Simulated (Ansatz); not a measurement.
# SiC: a single-point run

Aim: a sound single-point run of SiC. The structure is shown as the input types it.

Program: Ansatz 0.2.0. Level of theory: density functional or hybrid calculation with the settings of its input, plane waves. These are calculated values, not measurements.

1 further run of the same task is left out (it didn't finish).

### Step 1. Starting point

Symmetry: F-43m, No. 216, cubic system. Conventional cell: a = 4.356 Å, b = 4.356 Å, c = 4.356 Å, α = 90.00°, β = 90.00°, γ = 90.00°. Around Si (site symmetry -43m) lie 4 C at 1.89 Å. Around C (site symmetry -43m) lie 4 Si at 1.89 Å.

As a file:

```
CELL_PARAMETERS angstrom
0.00000 2.17805 2.17805
2.17805 0.00000 2.17805
2.17805 2.17805 0.00000
ATOMIC_POSITIONS crystal
Si 0.25000 0.25000 0.25000
C 0.00000 0.00000 0.00000
```

### Step 2. Input and run

input.yaml reads:

```yaml
crystal:
  lattice:
    - [0.0, 2.1780497564, 2.1780497564]
    - [2.1780497564, 0.0, 2.1780497564]
    - [2.1780497564, 2.1780497564, 0.0]
  atoms:
    - { symbol: Si, position: [0.25, 0.25, 0.25] }
    - { symbol: C, position: [0.0, 0.0, 0.0] }
kpoints:
  mp_grid: { grid: [8, 8, 8] }
hamiltonian:
  xc: pbesol
scf:
  occupations: { method: methfessel_paxton, width: 1.5 }
  n_extra_bands: 4
output:
  forces: true
  stress: true
  eigenvalues: true
```

Launch:

```bash
$ ansatz run input.yaml --threads 4 --pin off --max-ram 4608MiB --backend cpu --events-out ev --progress --plain --runs-dir out
```

Q: Will this input give a usable result? If not, why, and what should change?

This run ends as converged. That alone doesn't make the input a sound one.

The suspect setting: scf.occupations.width is 1.5. A smearing this wide moves electrons out of filled levels into empty ones.

The test: set scf.occupations.width to 0.2.
